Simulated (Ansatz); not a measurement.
**Computed properties of Si (4H polytype)**

All numbers come from the plane-wave code Ansatz. Simulation only: spin-unpolarised, and no claim that this is the phase found in nature.

The cell is Si (4H polytype); cell and atoms were relaxed with r2SCAN. The symmetry is P6_3/mmc (No. 194, hexagonal); conventional cell a = 3.840 Å, c = 12.624 Å, 20.15 Å³ an atom. Around Si lie 4 Si at 2.35 Å; around Si lie 4 Si at 2.35–2.38 Å.

```
Si
1.0
     3.84017    0.00000    0.00000
    -1.92009    3.32569    0.00000
     0.00000    0.00000   12.62367
Si
8
Direct
  0.00000 0.00000 0.00055
  0.33333 0.66667 0.24967
  0.00000 0.00000 0.50055
  0.66667 0.33333 0.74967
  0.00000 0.00000 0.18695
  0.33333 0.66667 0.43783
  0.00000 0.00000 0.68695
  0.66667 0.33333 0.93783
```

Relaxed lattice by functional, symmetry kept:
```json
{"functional": "PBE", "k mesh": "12×12×2", "a (Å)": "3.859", "c (Å)": "12.676", "volume (Å³/atom)": "20.43"}
{"functional": "r2SCAN", "k mesh": "12×12×2", "a (Å)": "3.840", "c (Å)": "12.624", "volume (Å³/atom)": "20.15"}
{"functional": "PBEsol", "k mesh": "12×12×2", "a (Å)": "3.833", "c (Å)": "12.592", "volume (Å³/atom)": "20.02"}
{"functional": "LDA", "k mesh": "12×12×2", "a (Å)": "3.810", "c (Å)": "12.520", "volume (Å³/atom)": "19.67"}
```

Gaps on the r2SCAN cell, each the least over its mesh and the special points:
```csv
level,k mesh,gap (eV),kind,edges,least direct gap (eV),rough cost
LDA,12×12×2,0.46,indirect,Γ → Γ–M (0.91),1.16,6 core-seconds
PBE,12×12×2,0.57,indirect,Γ → Γ–M (0.90),1.27,9 core-seconds
r2SCAN,12×12×2,0.76,indirect,Γ → Γ–M (0.91),1.60,10 core-seconds
r2SCANh,6×6×2,1.19,indirect,Γ → Γ–M (0.91),2.06,3 core-minutes
HSE06,6×6×2,1.12,indirect,Γ → Γ–M (0.91),1.95,2.6 core-minutes
DDH-PBE0,6×6×2,0.92,indirect,Γ → Γ–M (0.91),1.66,5 core-minutes
PBE0,6×6×2,1.78,indirect,Γ → Γ–M (0.91),2.60,2.6 core-minutes
```
PBE: smearing of 0.02 eV; the others have fixed occupations.
Wave cutoffs: 420 eV, 500 eV (r2SCAN, r2SCANh).
Points off the special ones are mesh points or PBE's searched band edges, reused at the other levels.
Costs come from shared machines and give only the order; PBE's includes the band path. The runs had 4 threads of Intel(R) Xeon(R) 6975P-C (Granite Rapids), on a shared host.

HSE06 gives an indirect gap of 1.12 eV, from Γ to Γ–M (0.91 of the way from Γ); the least direct gap is 1.95 eV at Γ. With r2SCAN, at Γ the top three valence levels group as 2+1 from the top, spread over 174 meV.

r2SCAN covers 34 % of the step from PBE to HSE06, while HSE06 needs about 15 times r2SCAN's cost (on a coarser mesh). All these functionals give a gap of the same kind, indirect.

The meshes of the hybrids are coarse, so their gaps aren't converged to the digits shown.

The splittings at Γ are without spin-orbit coupling, which regroups them where it is of like size or larger.
